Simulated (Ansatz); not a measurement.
Write the native input for Ansatz 0.2.0 that does the following.

- Task: relaxation of cell and atoms
- Functional: PBEsol
- Potentials or basis: Ansatz PAW
- Cutoff: 420 eV (not typed: the program's choice for these potentials)
- k mesh: 12 × 12 × 12
- Occupations: fermi-dirac, width 0.05 eV
- Spin: no spin polarisation
- Target pressure: 5 GPa
- Target pressure (GPa): 5

Crystal: Zn.

```
CELL_PARAMETERS angstrom
-1.56904 1.56904 1.56904
1.56904 -1.56904 1.56904
1.56904 1.56904 -1.56904
ATOMIC_POSITIONS crystal
Zn 0.00000 0.00000 0.00000
```

This isn't the form of Zn at room conditions, which is hcp.

These files were run (other wordings do the same):

input.yaml

```yaml
crystal:
  lattice:
    - [-1.569037, 1.569037, 1.569037]
    - [1.569037, -1.569037, 1.569037]
    - [1.569037, 1.569037, -1.569037]
  atoms:
    - { symbol: Zn, position: [0.0, 0.0, 0.0] }
hamiltonian:
  xc: pbesol
  pseudopotentials: { kind: paw }
kpoints:
  mp_grid: { grid: [12, 12, 12] }
scf:
  occupations: { method: fermi_dirac, width: 0.05 }
output:
  forces: true
  stress: true
  eigenvalues: true
relax:
  f_tol: 0.01
  max_steps: 40
  cell: { stress_tol: 0.05, p_target: 5.0 }
```

Potentials or basis: Ansatz PAW.

The run is started by

```sh
$ ansatz run input.yaml --threads 2 --pin off --max-ram 5632MiB --backend cpu --events-out ev --progress --plain --runs-dir out
```

It gave:

```json
{
 "Relaxed volume": "13.55 Å³/atom",
 "Relaxed cell": "a = 2.601 Å, b = 2.601 Å, c = 2.601 Å, α = 109.47°, β = 109.47°, γ = 109.47°",
 "Space group after relaxing (to 0.05 Å)": "Im-3m (No. 229)",
 "Energy change on relaxing (the enthalpy is what falls)": "-10.8 meV/atom",
 "Ionic steps": "5",
 "Pressure after relaxing": "5.0 GPa",
 "Band gap on the k mesh": "none (metal or under the smearing width)"
}
```

Caveat: the plane-wave basis is chosen anew once the cell has moved, so the energies of steps on either side of that aren't comparable; the PAW data sets come from PBE, with cores solved anew for the run's functional, which leaves a small shift of forces and pressure.

Run time: 3.3 s on 2 threads of Arm Neoverse V1, on a shared host, peak memory 0.27 GiB.
